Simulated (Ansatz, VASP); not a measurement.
**Two plane-wave programs on Cu**

INCAR

```
PREC = Accurate
ENCUT = 520
EDIFF = 1E-7
ISMEAR = 0
SIGMA = 0.1
LREAL = False
LASPH = True
NELM = 100
ALGO = Normal
ISIF = 2
LWAVE = False
LCHARG = False
GGA = PE
NBANDS = 18
```

The input KPOINTS:

```
regular mesh
0
Gamma
  18 18 10
```

POSCAR

```
Cu
1.0
    2.5773537000      0.0000000000      0.0000000000
   -1.2886768500      2.2320537787      0.0000000000
    0.0000000000      0.0000000000      3.8126411970
Cu
2
Direct
    0.3333333300      0.6666666700      0.2500000000
    0.6666666700      0.3333333300      0.7500000000
```

Input for Ansatz:

```yaml
crystal:
  lattice:
    - [2.5773537, 0.0, 0.0]
    - [-1.28867685, 2.2320537787, 0.0]
    - [0.0, 0.0, 3.812641197]
  atoms:
    - { symbol: Cu, position: [0.33333333, 0.66666667, 0.25] }
    - { symbol: Cu, position: [0.66666667, 0.33333333, 0.75] }
basis:
  ecutwfc: 420
kpoints:
  mp_grid: { grid: [18, 18, 10] }
hamiltonian:
  xc: pbe
scf:
  occupations: { method: gaussian, width: 0.1 }
output:
  forces: true
  stress: true
  eigenvalues: true
  populations: true
```

Alike in both runs: task single point; functional PBE; k mesh 18 × 18 × 10; occupations gaussian, width 0.1 eV; no spin polarisation.

|  | VASP | Ansatz |
| --- | --- | --- |
| version | VASP 6.6.1 | Ansatz 0.2.0 |
| potentials or method | VASP PAW PBE potentials, release 64 (Cu) | scalar-relativistic, plane waves, PAW |
| plane-wave cutoff (eV) | 520 | 420 |
| valence electrons in the cell | 22 | 38 |

Ansatz gave:

| Quantity | Value |
| --- | --- |
| gap on the k mesh at the Fermi level (eV) | none |
| pressure (GPa) | 17.2 |
| largest component of the traceless stress (GPa) | 14.04 |

Problem. What did VASP give for the same quantities?

Solution. gap on the k mesh at the Fermi level (eV): none; pressure (GPa): 17.7; largest component of the traceless stress (GPa): 13.99.

A gap of «none» marks a metal or a gap that the smearing closes. The two sets of potentials don't hold the same shells in valence.

Caveats: so large a pressure means that the cell lies far from this level's equilibrium, or that cutoff or potentials fall short (VASP).
